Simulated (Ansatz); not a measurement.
**Ge: response to strain**

Aim: deform Ge (equal xx and yy strain of -3 %) and compute stress, forces and field gradients with LAPW, PAW and all-electron datasets made for the crystal.

Program: Ansatz 0.2.0. Level of theory: DFT PBE, scalar-relativistic. These are calculated values, not measurements.

### 1 Starting point

Symmetry: Fd-3m, No. 227, cubic system. The conventional cell has a = 5.658 Å, b = 5.658 Å, c = 5.658 Å, α = 90.00°, β = 90.00°, γ = 90.00°. Around Ge (site symmetry -43m) lie 4 Ge at 2.45 Å.

Structure file:

```
Ge
1.0
     0.00000    2.82877    2.82877
     2.82877    0.00000    2.82877
     2.82877    2.82877    0.00000
Ge
2
Direct
  0.50000 0.50000 0.50000
  0.75000 0.75000 0.75000
```

Atoms are numbered in the order of the input: Ge1, Ge2.

### 2 The deformed structure

Space group Fd-3m before, I4_1/amd after.

### 3 Full-potential LAPW

File input.yaml:

```yaml
crystal:
  lattice:
    - [0.0, 2.7439069, 2.82877]
    - [2.7439069, 0.0, 2.82877]
    - [2.7439069, 2.7439069, 0.0]
  atoms:
    - { symbol: Ge, position: [0.5, 0.5, 0.5] }
    - { symbol: Ge, position: [0.75, 0.75, 0.75] }
kpoints:
  mp_grid: { grid: [10, 10, 10] }
  band_path:
    path:
      - [0.0, 0.0, 0.0]
      - [0.0, 0.5, 0.5]
      - [0.25, 0.75, 0.5]
      - [0.0, 0.5, 0.0]
      - [0.0, 0.0, 0.0]
      - [0.5, 0.5, 0.0]
      - [0.3676125, 0.6323875, 0.0]
      - [-0.3676125, 0.3676125, 0.0]
      - [0.0, 0.0, 0.0]
    npoints: 5
scf:
  occupations: { method: fermi_dirac, width: 0.05 }
hamiltonian:
  xc: pbe
  pseudopotentials: { kind: all_electron, lapw: { basis_error: 0.00025 } }
output:
  forces: true
  stress: true
  eigenvalues: true
```

On the command line:

```bash
> ansatz run input.yaml --threads 1 --pin off --max-ram 3072MiB --backend cpu --events-out ev --progress --plain --runs-dir out
```

### 4 Frozen-core PAW

File input.yaml:

```yaml
crystal:
  lattice:
    - [0.0, 2.7439069, 2.82877]
    - [2.7439069, 0.0, 2.82877]
    - [2.7439069, 2.7439069, 0.0]
  atoms:
    - { symbol: Ge, position: [0.5, 0.5, 0.5] }
    - { symbol: Ge, position: [0.75, 0.75, 0.75] }
kpoints:
  mp_grid: { grid: [10, 10, 10] }
scf:
  occupations: { method: fermi_dirac, width: 0.05 }
hamiltonian:
  xc: pbe
  pseudopotentials: { kind: paw }
output:
  forces: true
  stress: true
  eigenvalues: true
  efg: { contact_densities: true }
```

### 5 Datasets made for this crystal

Edit input.yaml of step 4 so:

```diff
@@ -14,3 +14,3 @@
   xc: pbe
-  pseudopotentials: { kind: paw }
+  pseudopotentials: { kind: all_electron, datasets: crystal }
 output:
```

(Steps that only read results are left out.)

What does the calculation give? Wanted: pressure; largest shear or deviatoric stress.

As calculated:

| quantity | value |
| --- | --- |
| pressure | LAPW 8.93, PAW 8.95, crystal datasets 8.94 GPa |
| largest shear or deviatoric stress (LAPW) | 1.59 GPa |

**Reading.** The largest part of the stress beyond the pressure is 1.59 GPa in size, in the zz component; the atoms are carried along and not relaxed. No run of the undeformed cell stands beside it, so the pressure holds what the given cell had before the change. PAW: stress within 0.01 GPa of LAPW. Crystal datasets: stress within 0.01 GPa of LAPW.
